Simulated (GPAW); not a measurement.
## MoS2 (2H monolayer): G0W0 on several meshes in GPAW

Aim: the GW shift of MoS2 (2H monolayer) against the k mesh.

Program: GPAW 26.7.0. Level of theory: PBE and many-body steps on it, plane waves. Results are calculated unless marked as measured.

**1. Set-up**

The cell holds 3 atoms: 1 Mo and 2 S. Its edges and angles: a = 3.183 Å, b = 3.183 Å, c = 14.400 Å, α = 90.0°, β = 90.0°, γ = 120.0°. Vacuum lies along c.

Structure file:

```xyz
3
Lattice="3.1826 0.0000 0.0000 -1.5913 2.7562 0.0000 0.0000 0.0000 14.4000" Properties=species:S:1:pos:R:3
Mo    0.0000    1.8375    7.2000
S     1.5913    0.9187    8.7634
S     1.5913    0.9187    5.6366
```

The structure was relaxed with PBE. The runs that relaxed it are not among those shown.

**2. Empty states on the mesh, 9×9×1 mesh, 215 bands**

This step: GPAW 26.7.0; DFT, PBE, plane waves, PAW.

The sums over transitions need many empty states on a uniform mesh; this step solves for them.

The input, run.py:

```python
import json
import numpy as np
from gpaw.mpi import world
from gpaw import GPAW

calc = GPAW('gs.gpw').fixed_density(kpts={'size': (9, 9, 1), 'gamma': True},
    parallel={'domain': 1, 'band': 1},
    txt='nscf.txt')
calc.diagonalize_full_hamiltonian(nbands=215)
calc.write('full.gpw', mode='all')
res = {}
kpts = calc.get_ibz_k_points()
res['kpts'] = kpts
res['eigenvalues'] = [calc.get_eigenvalues(kpt=k) for k in range(len(kpts))]
res['n_electrons'] = calc.get_number_of_electrons()

if world.rank == 0:
    with open('result.json', 'w') as f:
        json.dump(res, f, default=lambda x: x.tolist())
```

Launch:

```sh
$ mpirun -n 8 gpaw python run.py
```

Numbers of over 12 decimals in the logs are rounded to 6 here.

Log:

```text
Diagonalizing LCAO Hamiltonian
Converting LCAO to pw mode
convergence criteria:
- Maximum integral of absolute [eigenst]ate change: 4e-08 eV^2 / valence electron
maximum number of iterations: 100

SCF iterations
|iter     |     time |      energy | eigst |  dens |
|iter:   1|  |             | +0.59 |       |
|iter:   2|  |             | -0.81 |       |
|iter:   3|  |             | -1.90 |       |
[...]
|iter:   9|  |             | -6.56 |       |
|iter:  10|  |             | -7.16 |       |
|iter:  11|  |             | -7.60c|       |
SCF steps: 11
  __  _  _
 | _ |_)|_||  |
 |__||  | ||/\| - 26.7.0

Input parameters:
  mode=PW(ecut=450.000000),
  convergence={'density': 1e-06, 'bands': -3},
  gpts=array([16, 16, 72]),
  kpts=MonkhorstPack(size=(9, 9, 1), gamma=True),
  maxiter=100,
  nbands=20,
  occupations=Occupations(name='fermi-dirac', width=0.001, fixmagmom=False),
  parallel={'domain': 1, 'band': 1},
  xc=XC(name='PBE')
Matrix size: 2797x2797
# Writing to full.gpw (mode='all')
  [... matrices ...]

timing:  # [seconds]
  Total: 42.664  # ━━━━━━━━━━━━━━━━━━━━━━━━━━━━━━━━━━━━━━━━━━━━━━━━━━━━━━━━━━
```

Wall time 51 s (8 MPI ranks of Intel Xeon Platinum 8375C at 2.90GHz (Ice Lake), shared host); peak memory 5.1 GiB; 6.3 min of CPU time.

This step gave:

```
gap                                                           : 1.655 eV
k of the valence top                                          : 0, 0, 0
k of the conduction bottom                                    : 0.3333, 0.3333, 0
least direct gap                                              : 1.666 eV
k points computed                                             : 12
lowest point of the top converged band, above the valence top : 76.6465 eV
```

On this mesh the gap is 1.655 eV.

**3. 9×9×1**

Now the one-shot GW correction: screening in the RPA, then the self-energy of the levels asked for.

This step: G0W0 on PBE, plane waves, PAW.

The input, run.py:

```python
import json
import numpy as np
from gpaw.mpi import world
from gpaw.response.g0w0 import G0W0

gw = G0W0('full.gpw',
    filename='gw',
    kpts=[0, 6],
    bands=(11, 15),
    ecut=48,
    nbands=95,
    truncation='2D',
    integrate_gamma='sphere',
    q0_correction=True,
    frequencies={'type': 'nonlinear', 'domega0': 0.15, 'omega2': 15.0},
    eta=0.1,
    nblocksmax=True)
gw.calculate()
res = {mode: {k: v for k, v in r.items() if k != 'sigma_eskwn'}
       for mode, r in gw.all_results.items()}

if world.rank == 0:
    with open('result.json', 'w') as f:
        json.dump(res, f, default=lambda x: x.tolist())
```

Launch:

```sh
$ mpirun -n 8 gpaw python run.py
```

Log:

```text
Using integrator: PointIntegrator
NonLinearFrequencyDescriptor(from 0.000 to 103.845 eV, 180 points)
Nonperiodic BCs:  [False False  True]
Using integrator: PointIntegrator
NonLinearFrequencyDescriptor(from 0.000 to 103.845 eV, 180 points)
Nonperiodic BCs:  [False False  True]
Applying analytical 2D correction to W:
    Evaluating Gamma point contribution to W on a 19x19x1 grid
  ___  _ _ _
 |   || | | |
 | | || | | |
 |__ ||_____|
 |___|

BZ k-points: Symmetries present (total): 12

  [... matrices ...]
81 k-points: 9 x 9 x 1 Monkhorst-Pack grid
12 k-points in the irreducible part of the Brillouin zone
       k-points in crystal coordinates                weights
   0:     0.00000000    0.00000000    0.00000000          1/81
   1:     0.11111111    0.00000000    0.00000000          6/81
   2:     0.22222222   -0.11111111    0.00000000          6/81
   3:     0.22222222    0.00000000    0.00000000          6/81
   4:     0.33333333   -0.11111111    0.00000000         12/81
   5:     0.33333333    0.00000000    0.00000000          6/81
   6:     0.33333333    0.33333333    0.00000000          2/81
   7:     0.44444444   -0.22222222    0.00000000          6/81
   8:     0.44444444   -0.11111111    0.00000000         12/81
   9:     0.44444444    0.00000000    0.00000000          6/81
          ...
  11:     0.44444444    0.44444444    0.00000000          6/81

Distributing spins, k-points and bands (1 x 2 x 4) over 1 process
Number of blocks: 8

Quasi particle states:
k-points (IBZ indices): [0, 6]
Band range: (11, 15)
  [... matrices ...]
Computational parameters:
Plane wave cut-off: 48 eV
Number of bands: 95
Coulomb cutoff: 2D
Broadening: 0.1 eV

fxc modes: GW
Kernel: RPA
Using full-frequency real axis integration
Summing all q:

Calculating screened Coulomb potential
2D Coulomb truncation
NonLinearFrequencyDescriptor(from 0.000 to 103.845 eV, 180 points)
Removing empty qpoint cache files...

Calculating chi0 body with:
    Ground state adapter containing:
    Number of spins: 1
    Number of kpoints: 81
    Number of irreducible kpoints: 12
    Number of completely occupied states: 13
    Number of partially occupied states: 13
    Occupied states memory: 3.65625 M / cpu

    Linear response parametrization:
    q_c: [0.0, 0.0, 0.0]
    Number of frequency points: 180
    Planewave cutoff: 48.0
    Number of bands: 95
    Number of planewaves: 95
    Broadening (eta): 0.1
    comm.size: 8
    kncomm.size: 1
    blockcomm.size: 8

    Memory estimate of potentially large arrays:
        chi0_wGG: 3.098488 M / cpu
Integrating chi0 body.

Symmetries of q_c:
    Direct symmetries (Uq -> q): 12
    Indirect symmetries (TUq -> q): 12
In total 24 allowed symmetries.

  [... matrices ...]
12 groups of equivalent kpoints. 85.185185% reduction.

Integral kind: spectral function
Integrating chi0 head and wings.

Symmetries of q_c:
    Direct symmetries (Uq -> q): 12
    Indirect symmetries (TUq -> q): 12
In total 24 allowed symmetries.

  [... matrices ...]
12 groups of equivalent kpoints. 85.185185% reduction.

Integral kind: spectral function wings

Calculating chi0 body with:
    Ground state adapter containing:
    Number of spins: 1
    Number of kpoints: 81
    Number of irreducible kpoints: 12
    Number of completely occupied states: 13
    Number of partially occupied states: 13
    Occupied states memory: 3.65625 M / cpu

[... the further q-points ...]

Results:
f:      Occupation numbers
eps:     KS-eigenvalues [eV]
vxc:     KS vxc [eV]
exx:     Exact exchange [eV]
sigma:   Self-energies [eV]
dsigma:  Self-energy derivatives
Z:       Renormalization factors
qp:      QP-energies [eV]

k-point 0 (0): (0.000, 0.000, 0.000)                GW
band       f     eps     vxc     exx   sigma  dsigma       Z      qp
                                                                   GW
  11   1.000  -1.715 -18.574 -20.160   1.989  -0.370   0.730  -1.421
  12   1.000  -0.245 -17.711 -18.646   1.312  -0.368   0.731   0.031
  13   0.000   2.515 -18.499 -13.739  -2.975  -0.373   0.728   3.815
  14   0.000   2.515 -18.499 -13.739  -2.975  -0.373   0.728   3.815

k-point 1 (6): (0.333, 0.333, 0.000)                GW
band       f     eps     vxc     exx   sigma  dsigma       Z      qp
                                                                   GW
  11   1.000  -2.366 -16.842 -19.843   2.956  -0.438   0.696  -2.397
  12   1.000  -0.256 -18.930 -19.229   0.940  -0.364   0.733   0.215
  13   0.000   1.410 -20.597 -16.278  -2.361  -0.369   0.730   2.840
  14   0.000   2.809 -17.958 -12.765  -3.358  -0.364   0.733   4.154
```

Run time: 87 s. Hardware: 8 MPI ranks; peak memory 2.9 GiB; 12 min of CPU time.

This step gave:

```yaml
g0w0_gap_on_the_points_computed: 2.625 eV
least_direct_g0w0_gap_on_the_computed_points: 2.625 eV
z_at_the_valence_top: 0.7330
z_at_the_conduction_bottom: 0.7302
starting_gap_on_the_mesh: 1.655 eV
k_of_the_valence_top: 0.3333, 0.3333, 0
k_of_the_conduction_bottom: 0.3333, 0.3333, 0
```

The gap on the mesh goes from 1.65 eV to 2.62 eV, a correction of +0.97 eV.

**4. Empty states on the mesh, 6×6×1 mesh, 105 bands**

This step: DFT, PBE, plane waves, PAW.

The input, run.py:

```python
import json
import numpy as np
from gpaw.mpi import world
from gpaw import GPAW

calc = GPAW('gs.gpw').fixed_density(kpts={'size': (6, 6, 1), 'gamma': True},
    nbands=122,
    convergence={'bands': 105},
    txt='nscf.txt')
calc.write('full.gpw', mode='all')
res = {}
kpts = calc.get_ibz_k_points()
res['kpts'] = kpts
res['eigenvalues'] = [calc.get_eigenvalues(kpt=k) for k in range(len(kpts))]
res['n_electrons'] = calc.get_number_of_electrons()

if world.rank == 0:
    with open('result.json', 'w') as f:
        json.dump(res, f, default=lambda x: x.tolist())
```

Launch:

```sh
$ mpirun -n 8 gpaw python run.py
```

Log:

```text
Diagonalizing LCAO Hamiltonian
Converting LCAO to pw mode
convergence criteria:
- Maximum integral of absolute [eigenst]ate change: 4e-08 eV^2 / valence electron
maximum number of iterations: 100

SCF iterations
|iter     |     time |      energy | eigst |  dens |
|iter:   1|  |             | +3.98 |       |
|iter:   2|  |             | +2.76 |       |
|iter:   3|  |             | +1.65 |       |
[...]
|iter:  12|  |             | -6.75 |       |
|iter:  13|  |             | -7.26 |       |
|iter:  14|  |             | -7.68c|       |
SCF steps: 14
  __  _  _
 | _ |_)|_||  |
 |__||  | ||/\| - 26.7.0

Input parameters:
  mode=PW(ecut=450.000000),
  convergence={'bands': 105},
  gpts=array([16, 16, 72]),
  kpts=MonkhorstPack(size=(6, 6, 1), gamma=True),
  maxiter=100,
  nbands=122,
  occupations=Occupations(name='fermi-dirac', width=0.001, fixmagmom=False),
  parallel={},
  xc=XC(name='PBE')
# Writing to full.gpw (mode='all')
  [... matrices ...]

timing:  # [seconds]
  Total: 0.160  # ━━━━━━━━━━━━━━━━━━━━━━━━━━━━━━━━━━━━━━━━━━━━━━━━━━━━━━━━━━━
```

Run time: 20 s. Hardware: 8 MPI ranks; peak memory 1.4 GiB.

This step gave:

```
gap                                                           : 1.655 eV
k of the valence top                                          : 0, 0, 0
k of the conduction bottom                                    : 0.3333, 0.3333, 0
least direct gap                                              : 1.666 eV
k points computed                                             : 7
lowest point of the top converged band, above the valence top : 44.33 eV
```

On this mesh the gap is 1.655 eV.

**5. 6×6×1**

This step: G0W0 on PBE, plane waves, PAW.

The input, run.py:

```python
import json
import numpy as np
from gpaw.mpi import world
from gpaw.response.g0w0 import G0W0

gw = G0W0('full.gpw',
    filename='gw',
    kpts=[0, 4],
    bands=(11, 15),
    ecut=48,
    nbands=95,
    truncation='2D',
    integrate_gamma='sphere',
    q0_correction=True,
    frequencies={'type': 'nonlinear', 'domega0': 0.15, 'omega2': 15.0},
    eta=0.1,
    nblocksmax=True)
gw.calculate()
res = {mode: {k: v for k, v in r.items() if k != 'sigma_eskwn'}
       for mode, r in gw.all_results.items()}

if world.rank == 0:
    with open('result.json', 'w') as f:
        json.dump(res, f, default=lambda x: x.tolist())
```

Launch:

```sh
$ mpirun -n 8 gpaw python run.py
```

Log:

```text
Using integrator: PointIntegrator
NonLinearFrequencyDescriptor(from 0.000 to 103.845 eV, 180 points)
Nonperiodic BCs:  [False False  True]
Using integrator: PointIntegrator
NonLinearFrequencyDescriptor(from 0.000 to 103.845 eV, 180 points)
Nonperiodic BCs:  [False False  True]
Applying analytical 2D correction to W:
    Evaluating Gamma point contribution to W on a 29x29x1 grid
  ___  _ _ _
 |   || | | |
 | | || | | |
 |__ ||_____|
 |___|

BZ k-points: Symmetries present (total): 12

  [... matrices ...]
36 k-points: 6 x 6 x 1 Monkhorst-Pack grid + [1/12,1/12,0.000000]
7 k-points in the irreducible part of the Brillouin zone
       k-points in crystal coordinates                weights
   0:     0.00000000    0.00000000    0.00000000          1/36
   1:     0.16666667    0.00000000    0.00000000          6/36
   2:     0.33333333   -0.16666667    0.00000000          6/36
   3:     0.33333333    0.00000000    0.00000000          6/36
   4:     0.33333333    0.33333333    0.00000000          2/36
   5:     0.50000000    0.33333333    0.00000000         12/36
   6:     0.50000000    0.50000000    0.00000000          3/36

Distributing spins, k-points and bands (1 x 2 x 4) over 1 process
Number of blocks: 8

Quasi particle states:
k-points (IBZ indices): [0, 4]
Band range: (11, 15)
  [... matrices ...]
Computational parameters:
Plane wave cut-off: 48 eV
Number of bands: 95
Coulomb cutoff: 2D
Broadening: 0.1 eV

fxc modes: GW
Kernel: RPA
Using full-frequency real axis integration
Summing all q:

Calculating screened Coulomb potential
2D Coulomb truncation
NonLinearFrequencyDescriptor(from 0.000 to 103.845 eV, 180 points)
Removing empty qpoint cache files...

Calculating chi0 body with:
    Ground state adapter containing:
    Number of spins: 1
    Number of kpoints: 36
[...]
q_c: [1.3877787807814457e-17, 1.3877787807814457e-17, 0.0]
    Number of frequency points: 180
    Planewave cutoff: 48.0
    Number of bands: 95
    Number of planewaves: 95
    Broadening (eta): 0.1
    comm.size: 8
    kncomm.size: 1
    blockcomm.size: 8

    Memory estimate of potentially large arrays:
        chi0_wGG: 3.098488 M / cpu
Integrating chi0 body.

Symmetries of q_c:
    Direct symmetries (Uq -> q): 12
    Indirect symmetries (TUq -> q): 12
In total 24 allowed symmetries.

  [... matrices ...]
7 groups of equivalent kpoints. 80.555556% reduction.

Integral kind: spectral function
Integrating chi0 head and wings.

Symmetries of q_c:
    Direct symmetries (Uq -> q): 12
    Indirect symmetries (TUq -> q): 12
In total 24 allowed symmetries.

  [... matrices ...]
7 groups of equivalent kpoints. 80.555556% reduction.

Integral kind: spectral function wings

Calculating chi0 body with:
    Ground state adapter containing:
    Number of spins: 1
    Number of kpoints: 36
    Number of irreducible kpoints: 7
    Number of completely occupied states: 13
    Number of partially occupied states: 13
[... the further q-points ...]

Results:
f:      Occupation numbers
eps:     KS-eigenvalues [eV]
vxc:     KS vxc [eV]
exx:     Exact exchange [eV]
sigma:   Self-energies [eV]
dsigma:  Self-energy derivatives
Z:       Renormalization factors
qp:      QP-energies [eV]

k-point 0 (0): (0.000, 0.000, 0.000)                GW
band       f     eps     vxc     exx   sigma  dsigma       Z      qp
                                                                   GW
  11   1.000  -1.715 -18.574 -20.150   1.945  -0.368   0.731  -1.445
  12   1.000  -0.245 -17.711 -18.628   1.271  -0.369   0.731   0.014
  13   0.000   2.515 -18.499 -13.750  -2.935  -0.370   0.730   3.839
[...]
k-point 1 (4): (0.333, 0.333, 0.000)                GW
band       f     eps     vxc     exx   sigma  dsigma       Z      qp
                                                                   GW
[...]
13   0.000   1.410 -20.597 -16.224  -2.393  -0.369   0.730   2.856
  14   0.000   2.809 -17.958 -12.767  -3.317  -0.369   0.730   4.177
```

Wall time 26 s (8 MPI ranks); peak memory 2.3 GiB.

This step gave:

- G0W0 gap on the points computed: 2.668 eV
- least direct G0W0 gap on the computed points: 2.668 eV
- Z at the valence top: 0.7320
- Z at the conduction bottom: 0.7304
- starting gap on the mesh: 1.655 eV
- k of the valence top: 0.3333, 0.3333, 0
- k of the conduction bottom: 0.3333, 0.3333, 0

Against G0W0 in GPAW (9×9×1 mesh, 95 bands, screening to 48 eV, full frequency, Hilbert transform), the gap moves by +0.043 eV.

**6. The runs together**

Times are wall times on 8 MPI ranks of Intel Xeon Platinum 8375C at 2.90GHz (Ice Lake), shared host, good to a factor of about two.

```tsv
run	mesh	bands	screening cutoff (eV)	DFT gap (eV)	gap on the mesh (eV)	direct (eV)	time
9×9×1	9×9×1	95	48	1.655	2.625	2.625	87 s
6×6×1	6×6×1	95	48	1.655	2.668	2.668	26 s
```

**7. Outcome**

```json
{
 "9×9×1": "2.625 eV",
 "6×6×1": "2.668 eV",
 "known limits": "not at the basis limit; no spin-orbit coupling"
}
```

What this shows: 6×6×1: +0.043 eV against 9×9×1. Bands and cutoff are finite, so the gap is not at the basis limit. The miss can reach some tenths of an eV and take either sign; the mesh is an error of its own. These stock PAW sets were not made for GW. In the G0W0 runs levels were corrected at 2 k points alone, so a gap called «on the mesh» is the least over those, and an edge elsewhere would be missed. The many-body steps are scalar-relativistic: spin-orbit coupling is not in them.

[Paths, hosts, dates, memory and timing lines, banners, echoed tables and standing remarks are left out of the program output.]

[Logs are printed without paths, hosts, clocks, repeated set-up lines and the standing remarks that a program may print on its own settings, such as how far it seeks lower states.]

[Runs of the session that timed out or met a known fault of the program may be left out.]

[Hosts, paths, dates, database ids (printed as entryN), source tags and the programs' standing remarks are cut or masked in the printed files.]
